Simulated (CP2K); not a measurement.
Runs of CP2K 2026.2 on Ga. The structure is hexagonal, space group P6/mmm (No. 191). The conventional cell has a = 4.449 Å, b = 4.449 Å, c = 2.765 Å, α = 90.00°, β = 90.00°, γ = 120.00°. Ga (site symmetry -6m2) is surrounded by 5 Ga at 2.57 to 2.77 Å. The cell was built by a generator and needn't be a form met in nature.

| task | level | potentials or basis | cell | k mesh | smearing | EPS_DEFAULT | NGRIDS | EXTRAPOLATION | basis sets | potentials | gap on the mesh (eV) | pressure (GPa) | relaxed volume (Å³/atom) |
| --- | --- | --- | --- | --- | --- | --- | --- | --- | --- | --- | --- | --- | --- |
| relaxation of cell and atoms | PBEsol | POTENTIAL_UZH Ga GTH-PBE-q13; TZVP-MOLOPT-PBE-GTH basis | relaxed | 5 × 5 × 7 | fermi-dirac 0.05 eV | 1.0E-9 | 5 | USE_PREV_P | Ga TZVP-MOLOPT-PBE-GTH-q13 | Ga GTH-PBE-q13 of POTENTIAL_UZH | none | 0.0 | 22.61 |
| single point | PBE | POTENTIAL_UZH Ga GTH-PBE-q13; TZVP-MOLOPT-PBE-GTH basis | as given | 7 × 7 × 10 | fermi-dirac 0.05 eV | 1.0E-10 | 4 | - | Ga TZVP-MOLOPT-PBE-GTH-q13 | Ga GTH-PBE-q13 of POTENTIAL_UZH | none | 0.5 | - |
| band structure | LDA | GTH_POTENTIALS Ga GTH-PADE-q13; TZVP-MOLOPT-PBE-GTH basis | as given | 7 × 7 × 10 | fermi-dirac 0.1 eV | 1.0E-9 | 5 | - | Ga TZVP-MOLOPT-PBE-GTH-q13 | Ga GTH-PADE-q13 of GTH_POTENTIALS | none | -4.0 | - |
| band structure | PBEsol | POTENTIAL_UZH Ga GTH-PBE-q13; TZVP-MOLOPT-PBE-GTH basis | as given | 7 × 7 × 10 | fermi-dirac 0.1 eV | 1.0E-9 | 4 | - | Ga TZVP-MOLOPT-PBE-GTH-q13 | Ga GTH-PBE-q13 of POTENTIAL_UZH | none | -2.2 | - |
| relaxation of cell and atoms | PBE | POTENTIAL_UZH Ga GTH-PBE-q13; TZVP-MOLOPT-PBE-GTH basis | relaxed | 5 × 5 × 7 | fermi-dirac 0.1 eV | 1.0E-10 | 4 | USE_PREV_P | Ga TZVP-MOLOPT-PBE-GTH-q13 | Ga GTH-PBE-q13 of POTENTIAL_UZH | none | 0.0 | (a) |
| band structure | r2SCAN | POTENTIAL_UZH Ga GTH-SCAN-q13; TZVP-MOLOPT-SCAN-GTH basis | as given | 7 × 7 × 10 | fermi-dirac 0.01 eV | 1.0E-9 | 5 | - | Ga TZVP-MOLOPT-SCAN-GTH-q13 | Ga GTH-SCAN-q13 of POTENTIAL_UZH | none | (b) | - |

Alike in all rows: no spin polarisation.

Task: Estimate the missing entries.

Result: (a) 24.18; (b) -3.6.

Caveats: the basis of atomic orbitals isn't converged, which shifts pressures, moduli and gaps; the potentials were made for another functional, which shifts forces and pressure (some runs).

A k mesh can miss the band edges, and the runs leave out spin-orbit coupling on Ga.

A gap of «none» marks a metal or a gap under the smearing width.

Not every run made on this cell is shown here.
